The row at 21.819 Å³/atom looks wrong. The pressure falls by only 0.59 GPa on reaching it, while the steps before and after bring falls of several GPa. The row is sound: its cell is just 0.14 Å³/atom larger than the one above it. Divided by that short step, the fall is 4.2 GPa per Å³/atom, which lies between the values of the neighbouring steps.

Diamond-structure germanium, calculated with Ansatz 0.2.0 using spin-unpolarised PBE and PAW (plane-wave cutoff 420 eV, 8×8×8 k mesh, Fermi–Dirac smearing of width 0.02 eV). The cells are an r2SCAN geometry and hydrostatically strained versions of it, with atoms held fixed in the PBE runs. Pressure is positive in compression.

```tsv
volume (Å³/atom)	shortest distance (Å)	pressure (GPa)
20.383	2.366	13.740
21.679	2.415	7.210
21.819	2.420	6.620
22.831	2.457	3.030
23.523	2.481	0.980
25.050	2.534	-2.460
26.558	2.584	-4.800
```

Read this way, the column has one trend. Each added Å³/atom lowers the pressure by less than the one before, from 5.0 GPa in the first step to 1.6 GPa in the last. The bulk modulus, which is the pressure change per fractional change of volume, drops from 106 to 40 GPa. Germanium in this calculation thus resists squeezing strongly and gives way more and more easily when stretched.

**Why the curve flattens**

Pressure is the slope of the energy with its sign reversed, $P=-\mathrm{d}E/\mathrm{d}V$, where $E$ is the energy and $V$ the volume, both per atom. Two tendencies compete in that slope. Electrons confined to a smaller space gain kinetic energy, and they also resist being pushed into the closed shells of the atoms; both effects press the crystal outwards. The attraction between electrons and nuclei, which holds the bonds together, pulls it inwards.

The outward push depends more steeply on distance than the pull. If all lengths shrink in proportion, kinetic energy grows as one over length squared, electrostatic energy only as one over length. On expansion the push therefore fades faster, and the pressure passes through zero into tension. Near that point the push changes more per added volume than the pull does, but this lead shrinks as the crystal expands, because the steeper dependence also levels off sooner. Each further stretch therefore alters the balance less. This argument comes from theory, and it applies to most crystals near their equilibrium volume: expect them to be stiffer under compression than under tension. Exceptions are some open frameworks, whose units tilt under pressure, and some crystals close to a change of electronic state.

The row at 25.050 Å³/atom shows the effect directly, because the steps on its two sides are almost equally wide. The pressure falls by 3.44 GPa on the way to this row and by 2.34 GPa on the way beyond it.

The energies of the same calculations show how fine the balance is. Between 21.679 and 25.050 Å³/atom, the smooth part of the kinetic energy falls by 3.97 eV per two-atom cell. All other parts together rise by 3.90 eV, so the total changes by only 0.07 eV. The total is so small partly because the two rows lie on either side of the energy minimum. The split is also incomplete, since some kinetic energy is counted in the terms close to the nuclei. Still, it fits the picture of a small remainder between large opposing changes.

**Does the closing band gap soften the crystal?**

The electronic state changes along the series. The three densest cells have a gap; at 22.831 Å³/atom it has closed. Stretching the bonds lowers an antibonding level at the zone centre until it drops below the threefold top of the valence band. That threefold level is then only partly filled, and cubic symmetry keeps its members at equal energy, so the gap is exactly zero.

The softening starts earlier, however. Among the three cells with a gap, the fall per Å³/atom already weakens from 5.0 to 4.2 GPa.

At 25.050 Å³/atom a second change has set in: conduction states at the zone-boundary point L lie below the valence top, and $n=0.0077$ electrons per cell have moved there. Their direct push is $n$ times the rate at which the overlap in energy grows with cell volume. Over the last step the overlap grows from 0.1055 to 0.2500 eV, while the two-atom cell gains twice 1.508 Å³:

$$\Delta P \approx 0.0077\times\frac{0.2500-0.1055}{2\times 1.508}\ \text{eV/Å}^3 \approx 0.0004\ \text{eV/Å}^3 \approx 0.06\ \text{GPa}.$$

This is about 3 % of the pressure change in that step. The k mesh samples these few electrons coarsely: the points next to L are almost empty, so the number shows only that the push is small. The same reckoning for the zone centre, where two electrons at one mesh point change level, gives about 0.1 GPa. Without this push, the step in which the gap closes would bring a fall of about 3.7 GPa instead of 3.59 GPa, which is still less per Å³/atom than in the step before. Together with the softening that starts earlier, these estimates suggest that the curve is shaped mainly by the bonds as a whole.

**Using the curve**

The sheet printed below compares the pressures with the energy differences between rows, and the two agree within 0.2 GPa. Apart from the shortest step, where the rounding of the volumes blurs the comparison, the average of two end pressures comes out slightly high, as it must for a curve that sags below its chord. This confirms that the pressures are consistent, though it is no test of the mechanism.

A single bulk modulus serves only a narrow range of pressure: on average it rises by 4.7 GPa for each GPa of compression. The volumes also need care. PBE places zero pressure near 24 Å³/atom, several per cent above real germanium, which is why the unstrained cell at 22.831 Å³/atom, shaped with another functional, is still under 3.03 GPa.

Two features belong to the calculation and not to the material. Real germanium keeps a gap of roughly 0.7 eV at ambient pressure, which PBE loses. It also leaves the diamond structure at roughly 10 GPa, whereas the calculation keeps that structure at the 13.74 GPa of the densest row.

Output of the analysis:

```
Step from the row above (GPa, Å³/atom):
     row  volume step  pressure step  fall per Å³/atom  bulk modulus  mean of end pressures  mean pressure from energies
  21.679        1.296          -6.53             5.039           106                  10.47                        10.31
  21.819         0.14          -0.59             4.214         91.66                  6.915                        6.884
  22.831        1.012          -3.59             3.547          79.2                  4.825                         4.72
  23.523        0.692          -2.05             2.962         68.66                  2.005                        1.978
   25.05        1.527          -3.44             2.253         54.71                  -0.74                      -0.8362
  26.558        1.508          -2.34             1.552         40.04                  -3.63                       -3.716
Gaps of the same runs (eV):
     row  gap or overlap  direct gap at Γ
  20.383          0.4202            1.023
  21.679          0.3155           0.4308
  21.819          0.2951           0.3707
  22.831               0                0
  23.523               0                0
   25.05         -0.1055                0
  26.558           -0.25                0
Growth of volume over the series (%): 30.29
Growth of shortest distance over the series (%): 9.214
First fall per Å³/atom divided by last: 3.247
First bulk modulus divided by last: 2.646
Mean gain of bulk modulus per GPa of pressure: 4.674
Volume of zero pressure, straight line between rows (Å³/atom): 23.96
Volume of the row of lowest energy (Å³/atom): 23.52
Largest rounding error of the smallest pressure step (%): 1.695
Change of smooth kinetic energy, 21.679 to 25.050 (eV per cell): -3.97
Change of all other energy parts, same rows (eV per cell): 3.897
Change of total energy, same rows (eV per cell): -0.07281
Electrons moved to L at 25.050 (per cell): 0.007695
Direct push of these electrons, rough (GPa): 0.05909
The same as share of the last pressure step (%): 2.525
```
